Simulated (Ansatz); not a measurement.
Computed with Ansatz 0.2.0, DFT PBE, scalar-relativistic, plane waves, PAW. All cells share a 420 eV cutoff and Γ-centred k meshes spaced at most about 0.3 Å⁻¹ (2π included). No spin polarisation in the final relaxations.

These are static total energies at zero pressure. Lower structures may exist.

Problem. Which of these relaxed structures of ZnO is the lowest in energy?
A.

```
CELL_PARAMETERS angstrom
5.60762 0.00000 0.00000
0.00000 5.60762 0.00000
0.00000 0.00000 3.27993
ATOMIC_POSITIONS crystal
Zn 0.18177 0.18177 0.50000
Zn 0.81823 0.81823 0.50000
Zn 0.68177 0.31823 0.00000
Zn 0.31823 0.68177 0.00000
O 0.81839 0.18161 0.50000
O 0.18161 0.81839 0.50000
O 0.68161 0.68161 0.00000
O 0.31839 0.31839 0.00000
```

B.

```
CELL_PARAMETERS angstrom
3.27777 0.00000 0.00000
-1.63888 2.83863 0.00000
0.00000 0.00000 7.65283
ATOMIC_POSITIONS crystal
Zn 0.00000 0.00000 0.75000
Zn 0.00000 0.00000 0.25000
O 0.33333 0.66667 0.25000
O 0.66667 0.33333 0.75000
```

C.

```
CELL_PARAMETERS angstrom
3.27953 0.00000 0.00000
-1.63976 2.84016 0.00000
0.00000 0.00000 5.29291
ATOMIC_POSITIONS crystal
Zn 0.33333 0.66667 0.00149
Zn 0.66667 0.33333 0.50149
O 0.33333 0.66667 0.38061
O 0.66667 0.33333 0.88061
```

D.

```
CELL_PARAMETERS angstrom
3.84789 0.00000 0.00000
0.00000 3.84789 0.00000
0.00000 0.00000 3.52598
ATOMIC_POSITIONS crystal
Zn 0.00000 0.00000 0.50000
Zn 0.50000 0.50000 0.50000
O 0.00000 0.50000 0.68466
O 0.50000 0.00000 0.31534
```

Solution. C. It has the wurtzite type, space group P6_3mc (No. 186); the next, A, with space group P4_2/mnm (No. 136), lies 23 meV/atom higher. Counting O atoms around Zn (those within 1.25 times the shortest such distance or 1.15 times the sum of covalent radii, 1.27 where that leaves under three), the lowest and the next both have Zn 4.

Weakly bound directions are ill-defined at this level, which has no dispersion term (P6_3/mmc, P4/nmm), and this can change margins and order among such cells. A magnetic state wasn't ruled out in cells without spin, among them P4/nmm. The P6_3mc cell at 12.3 Å³/atom was relaxed from a measured cell (COD). The P4_2/mnm cell at 12.9 Å³/atom was relaxed from a Materials Project cell. The P6_3/mmc cell at 17.8 Å³/atom was relaxed from a Materials Project cell. With atoms moved at random, P6_3mc came back. Other cells relaxed within their symmetry can be saddle points. Some structure types and database cells were kept out of the candidates from the start, so a known form may be missing.
